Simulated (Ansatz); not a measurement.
A relaxation of cell and atoms of ZnSnN2 as one 8-atom ordering (P4/nmm) on the rocksalt lattice with the PAW code Ansatz, at the level PBE. The start is a rough guess from atomic radii.

```yaml
crystal:
  lattice:
    - [2.8809220251, 0.0, 0.0]
    - [0.0, 2.8809220251, 0.0]
    - [0.0, 0.0, 8.148478]
  atoms:
    - { symbol: Zn, position: [0.5, 0.0, 0.875] }
    - { symbol: "N", position: [0.5, 0.0, 0.125] }
    - { symbol: Zn, position: [0.0, 0.5, 0.125] }
    - { symbol: "N", position: [0.0, 0.5, 0.375] }
    - { symbol: Sn, position: [0.5, 0.0, 0.375] }
    - { symbol: "N", position: [0.5, 0.0, 0.625] }
    - { symbol: Sn, position: [0.0, 0.5, 0.625] }
    - { symbol: "N", position: [0.0, 0.5, 0.875] }
kpoints:
  mp_grid: { grid: [8, 8, 4] }
hamiltonian:
  xc: pbe
scf:
  occupations: { method: fermi_dirac, width: 0.02 }
relax:
  f_tol: 0.005
  cell: {}
```

The trajectory has 15 recorded frames, each with positions in Å and forces in eV/Å. The last, and any step after a large change of cell, is solved on a basis re-selected at its cell; pressure is positive in compression.

Step 1: energy 0.0 meV/atom from step 1, largest force component 6.757 eV/Å, pressure +118.60 GPa
```xyz
8
Lattice="2.8809 0.0000 0.0000 0.0000 2.8809 0.0000 0.0000 0.0000 8.1485" Properties=species:S:1:pos:R:3:forces:R:3 pbc="T T T"
Zn    1.4405    0.0000    7.1299    0.0000    0.0000    3.0739
N     1.4405    0.0000    1.0186    0.0000    0.0000    1.8321
Zn    0.0000    1.4405    1.0186    0.0000    0.0000   -3.0739
N     0.0000    1.4405    3.0557    0.0000    0.0000    1.4669
Sn    1.4405    0.0000    3.0557    0.0000    0.0000   -6.7573
N     1.4405    0.0000    5.0928    0.0000    0.0000   -1.4669
Sn    0.0000    1.4405    5.0928    0.0000    0.0000    6.7573
N     0.0000    1.4405    7.1299    0.0000    0.0000   -1.8321
```

Step 2: energy -738.2 meV/atom from step 1, largest force component 1.953 eV/Å, pressure +49.38 GPa
```xyz
8
Lattice="3.0214 0.0000 0.0000 0.0000 3.0214 0.0000 0.0000 0.0000 8.4777" Properties=species:S:1:pos:R:3:forces:R:3 pbc="T T T"
Zn    1.5107    0.0000    7.4581    0.0000    0.0000    1.9530
N     1.5107    0.0000    1.0679    0.0000    0.0000    0.6713
Zn    0.0000    1.5107    1.0196    0.0000    0.0000   -1.9530
N     0.0000    1.5107    3.2014    0.0000    0.0000    1.6587
Sn    1.5107    0.0000    3.0851    0.0000    0.0000   -1.8124
N     1.5107    0.0000    5.2763    0.0000    0.0000   -1.6587
Sn    0.0000    1.5107    5.3927    0.0000    0.0000    1.8124
N     0.0000    1.5107    7.4098    0.0000    0.0000   -0.6713
```

Step 3: energy -1000.3 meV/atom from step 1, largest force component 1.136 eV/Å, pressure +14.17 GPa
```xyz
8
Lattice="3.1325 0.0000 0.0000 0.0000 3.1325 0.0000 0.0000 0.0000 8.8074" Properties=species:S:1:pos:R:3:forces:R:3 pbc="T T T"
Zn    1.5662    0.0000    7.8151    0.0000    0.0000    0.9900
N     1.5662    0.0000    1.1485    0.0000    0.0000   -0.1114
Zn    0.0000    1.5662    0.9923    0.0000    0.0000   -0.9900
N     0.0000    1.5662    3.3815    0.0000    0.0000    1.1364
Sn    1.5662    0.0000    3.1657    0.0000    0.0000   -0.0892
N     1.5662    0.0000    5.4259    0.0000    0.0000   -1.1364
Sn    0.0000    1.5662    5.6417    0.0000    0.0000    0.0892
N     0.0000    1.5662    7.6589    0.0000    0.0000    0.1114
```

Step 4: energy -1047.9 meV/atom from step 1, largest force component 0.639 eV/Å, pressure +2.56 GPa
```xyz
8
Lattice="3.1739 0.0000 0.0000 0.0000 3.1739 0.0000 0.0000 0.0000 9.0167" Properties=species:S:1:pos:R:3:forces:R:3 pbc="T T T"
Zn    1.5870    0.0000    8.0551    0.0000    0.0000    0.5134
N     1.5870    0.0000    1.1955    0.0000    0.0000   -0.4157
Zn    0.0000    1.5870    0.9615    0.0000    0.0000   -0.5134
N     0.0000    1.5870    3.5314    0.0000    0.0000    0.4424
Sn    1.5870    0.0000    3.2215    0.0000    0.0000    0.6385
N     1.5870    0.0000    5.4853    0.0000    0.0000   -0.4424
Sn    0.0000    1.5870    5.7951    0.0000    0.0000   -0.6385
N     0.0000    1.5870    7.8211    0.0000    0.0000    0.4157
```

Step 5: energy -1055.5 meV/atom from step 1, largest force component 0.405 eV/Å, pressure -0.26 GPa
```xyz
8
Lattice="3.1775 0.0000 0.0000 0.0000 3.1775 0.0000 0.0000 0.0000 9.1218" Properties=species:S:1:pos:R:3:forces:R:3 pbc="T T T"
Zn    1.5887    0.0000    8.1960    0.0000    0.0000    0.1560
N     1.5887    0.0000    1.2276    0.0000    0.0000   -0.4054
Zn    0.0000    1.5887    0.9258    0.0000    0.0000   -0.1560
N     0.0000    1.5887    3.6051    0.0000    0.0000    0.1596
Sn    1.5887    0.0000    3.2714    0.0000    0.0000    0.3802
N     1.5887    0.0000    5.5168    0.0000    0.0000   -0.1596
Sn    0.0000    1.5887    5.8504    0.0000    0.0000   -0.3802
N     0.0000    1.5887    7.8942    0.0000    0.0000    0.4054
```

Step 6: energy -1056.9 meV/atom from step 1, largest force component 0.201 eV/Å, pressure -0.28 GPa
```xyz
8
Lattice="3.1724 0.0000 0.0000 0.0000 3.1724 0.0000 0.0000 0.0000 9.1507" Properties=species:S:1:pos:R:3:forces:R:3 pbc="T T T"
Zn    1.5862    0.0000    8.2356    0.0000    0.0000    0.0551
N     1.5862    0.0000    1.2290    0.0000    0.0000   -0.2010
Zn    0.0000    1.5862    0.9151    0.0000    0.0000   -0.0551
N     0.0000    1.5862    3.6315    0.0000    0.0000    0.0031
Sn    1.5862    0.0000    3.2867    0.0000    0.0000    0.1352
N     1.5862    0.0000    5.5192    0.0000    0.0000   -0.0031
Sn    0.0000    1.5862    5.8640    0.0000    0.0000   -0.1352
N     0.0000    1.5862    7.9217    0.0000    0.0000    0.2010
```

Step 7: energy -1057.2 meV/atom from step 1, largest force component 0.058 eV/Å, pressure -0.04 GPa
```xyz
8
Lattice="3.1702 0.0000 0.0000 0.0000 3.1702 0.0000 0.0000 0.0000 9.1507" Properties=species:S:1:pos:R:3:forces:R:3 pbc="T T T"
Zn    1.5851    0.0000    8.2376    0.0000    0.0000    0.0352
N     1.5851    0.0000    1.2239    0.0000    0.0000   -0.0575
Zn    0.0000    1.5851    0.9130    0.0000    0.0000   -0.0352
N     0.0000    1.5851    3.6330    0.0000    0.0000   -0.0169
Sn    1.5851    0.0000    3.2887    0.0000    0.0000   -0.0068
N     1.5851    0.0000    5.5176    0.0000    0.0000    0.0169
Sn    0.0000    1.5851    5.8619    0.0000    0.0000    0.0068
N     0.0000    1.5851    7.9267    0.0000    0.0000    0.0575
```

Step 8: energy -1057.3 meV/atom from step 1, largest force component 0.021 eV/Å, pressure +0.01 GPa
```xyz
8
Lattice="3.1731 0.0000 0.0000 0.0000 3.1731 0.0000 0.0000 0.0000 9.1310" Properties=species:S:1:pos:R:3:forces:R:3 pbc="T T T"
Zn    1.5865    0.0000    8.2261    0.0000    0.0000   -0.0133
N     1.5865    0.0000    1.2150    0.0000    0.0000    0.0040
Zn    0.0000    1.5865    0.9049    0.0000    0.0000    0.0133
N     0.0000    1.5865    3.6225    0.0000    0.0000   -0.0085
Sn    1.5865    0.0000    3.2786    0.0000    0.0000    0.0208
N     1.5865    0.0000    5.5086    0.0000    0.0000    0.0085
Sn    0.0000    1.5865    5.8524    0.0000    0.0000   -0.0208
N     0.0000    1.5865    7.9160    0.0000    0.0000   -0.0040
```

Step 9: energy -1057.3 meV/atom from step 1, largest force component 0.012 eV/Å, pressure -0.03 GPa
```xyz
8
Lattice="3.1722 0.0000 0.0000 0.0000 3.1722 0.0000 0.0000 0.0000 9.1378" Properties=species:S:1:pos:R:3:forces:R:3 pbc="T T T"
Zn    1.5861    0.0000    8.2306    0.0000    0.0000   -0.0009
N     1.5861    0.0000    1.2173    0.0000    0.0000    0.0015
Zn    0.0000    1.5861    0.9073    0.0000    0.0000    0.0009
N     0.0000    1.5861    3.6244    0.0000    0.0000    0.0106
Sn    1.5861    0.0000    3.2825    0.0000    0.0000   -0.0118
N     1.5861    0.0000    5.5134    0.0000    0.0000   -0.0106
Sn    0.0000    1.5861    5.8553    0.0000    0.0000    0.0118
N     0.0000    1.5861    7.9205    0.0000    0.0000   -0.0015
```

Step 10: energy -1057.3 meV/atom from step 1, largest force component 0.000 eV/Å, pressure 0.00 GPa
```xyz
8
Lattice="3.1721 0.0000 0.0000 0.0000 3.1721 0.0000 0.0000 0.0000 9.1371" Properties=species:S:1:pos:R:3:forces:R:3 pbc="T T T"
Zn    1.5860    0.0000    8.2298    0.0000    0.0000   -0.0001
N     1.5860    0.0000    1.2170    0.0000    0.0000    0.0000
Zn    0.0000    1.5860    0.9072    0.0000    0.0000    0.0001
N     0.0000    1.5860    3.6248    0.0000    0.0000    0.0002
Sn    1.5860    0.0000    3.2818    0.0000    0.0000   -0.0001
N     1.5860    0.0000    5.5122    0.0000    0.0000   -0.0002
Sn    0.0000    1.5860    5.8553    0.0000    0.0000    0.0001
N     0.0000    1.5860    7.9201    0.0000    0.0000    0.0000
```

Step 11: energy -1103.3 meV/atom from step 1, largest force component 0.030 eV/Å, pressure +3.84 GPa
```xyz
8
Lattice="3.1721 0.0000 0.0000 0.0000 3.1721 0.0000 0.0000 0.0000 9.1371" Properties=species:S:1:pos:R:3:forces:R:3 pbc="T T T"
Zn    1.5860    0.0000    8.2298    0.0000    0.0000   -0.0045
N     1.5860    0.0000    1.2170    0.0000    0.0000    0.0023
Zn    0.0000    1.5860    0.9072    0.0000    0.0000    0.0045
N     0.0000    1.5860    3.6248    0.0000    0.0000    0.0301
Sn    1.5860    0.0000    3.2818    0.0000    0.0000   -0.0188
N     1.5860    0.0000    5.5122    0.0000    0.0000   -0.0301
Sn    0.0000    1.5860    5.8553    0.0000    0.0000    0.0188
N     0.0000    1.5860    7.9201    0.0000    0.0000   -0.0023
```

Step 12: energy -1105.3 meV/atom from step 1, largest force component 0.058 eV/Å, pressure -0.14 GPa
```xyz
8
Lattice="3.1955 0.0000 0.0000 0.0000 3.1955 0.0000 0.0000 0.0000 9.2176" Properties=species:S:1:pos:R:3:forces:R:3 pbc="T T T"
Zn    1.5977    0.0000    8.2969    0.0000    0.0000    0.0481
N     1.5977    0.0000    1.2285    0.0000    0.0000    0.0576
Zn    0.0000    1.5977    0.9208    0.0000    0.0000   -0.0481
N     0.0000    1.5977    3.6651    0.0000    0.0000   -0.0239
Sn    1.5977    0.0000    3.3116    0.0000    0.0000    0.0103
N     1.5977    0.0000    5.5526    0.0000    0.0000    0.0239
Sn    0.0000    1.5977    5.9061    0.0000    0.0000   -0.0103
N     0.0000    1.5977    7.9891    0.0000    0.0000   -0.0576
```

Step 13: energy -1105.4 meV/atom from step 1, largest force component 0.009 eV/Å, pressure -0.01 GPa
```xyz
8
Lattice="3.1937 0.0000 0.0000 0.0000 3.1937 0.0000 0.0000 0.0000 9.2219" Properties=species:S:1:pos:R:3:forces:R:3 pbc="T T T"
Zn    1.5968    0.0000    8.3070    0.0000    0.0000    0.0024
N     1.5968    0.0000    1.2329    0.0000    0.0000    0.0093
Zn    0.0000    1.5968    0.9149    0.0000    0.0000   -0.0024
N     0.0000    1.5968    3.6658    0.0000    0.0000    0.0001
Sn    1.5968    0.0000    3.3145    0.0000    0.0000   -0.0044
N     1.5968    0.0000    5.5561    0.0000    0.0000   -0.0001
Sn    0.0000    1.5968    5.9074    0.0000    0.0000    0.0044
N     0.0000    1.5968    7.9889    0.0000    0.0000   -0.0093
```

Step 14: energy -1105.4 meV/atom from step 1, largest force component 0.001 eV/Å, pressure 0.00 GPa
```xyz
8
Lattice="3.1931 0.0000 0.0000 0.0000 3.1931 0.0000 0.0000 0.0000 9.2246" Properties=species:S:1:pos:R:3:forces:R:3 pbc="T T T"
Zn    1.5966    0.0000    8.3098    0.0000    0.0000    0.0001
N     1.5966    0.0000    1.2340    0.0000    0.0000   -0.0007
Zn    0.0000    1.5966    0.9148    0.0000    0.0000   -0.0001
N     0.0000    1.5966    3.6671    0.0000    0.0000   -0.0001
Sn    1.5966    0.0000    3.3155    0.0000    0.0000   -0.0002
N     1.5966    0.0000    5.5574    0.0000    0.0000    0.0001
Sn    0.0000    1.5966    5.9091    0.0000    0.0000    0.0002
N     0.0000    1.5966    7.9906    0.0000    0.0000    0.0007
```

Step 15: energy -1106.4 meV/atom from step 1, largest force component 0.001 eV/Å, pressure -0.02 GPa
```xyz
8
Lattice="3.1931 0.0000 0.0000 0.0000 3.1931 0.0000 0.0000 0.0000 9.2246" Properties=species:S:1:pos:R:3:forces:R:3 pbc="T T T"
Zn    1.5966    0.0000    8.3098    0.0000    0.0000    0.0002
N     1.5966    0.0000    1.2340    0.0000    0.0000   -0.0011
Zn    0.0000    1.5966    0.9148    0.0000    0.0000   -0.0002
N     0.0000    1.5966    3.6671    0.0000    0.0000   -0.0011
Sn    1.5966    0.0000    3.3155    0.0000    0.0000    0.0003
N     1.5966    0.0000    5.5574    0.0000    0.0000    0.0011
Sn    0.0000    1.5966    5.9091    0.0000    0.0000   -0.0003
N     0.0000    1.5966    7.9906    0.0000    0.0000    0.0011
```

In 13 steps the volume changed by +39.1 %; between the first SCF and the last, each on a basis chosen for its cell, the energy fell by 1106 meV an atom. At the end: the symmetry is P4/nmm (No. 129, tetragonal); conventional cell a = 3.193 Å, c = 9.225 Å, 11.76 Å³ an atom. Zn is surrounded by 5 N at 2.15–2.28 Å; N is surrounded by 1 Sn at 2.08 Å and 5 Zn at 2.15–2.28 Å; N is surrounded by 5 Sn at 2.24–2.29 Å; Sn is surrounded by 6 N at 2.08–2.29 Å.

Command: `ansatz run input.yaml --threads 2 --pin off --max-ram 20275MiB --backend cpu --events-out ev --progress --plain --runs-dir out`.

Problem. It ran on 2 threads of AMD EPYC 7R13 Processor (Zen 3) (shared host), load about 2.7 per core. About how long did it take, and what peak of host memory did it reach?

Solution. About 44 s, with a peak of 0.7 GiB.

Note: simulated data, non-magnetic, for a generated structure that need not be the stable one.

Where bands overlap the cell is a metal at that level, and these k meshes limit energies, forces and stress. Overlaps of a few tenths of an eV in semilocal functionals can be an artefact that a hybrid or GW lifts.
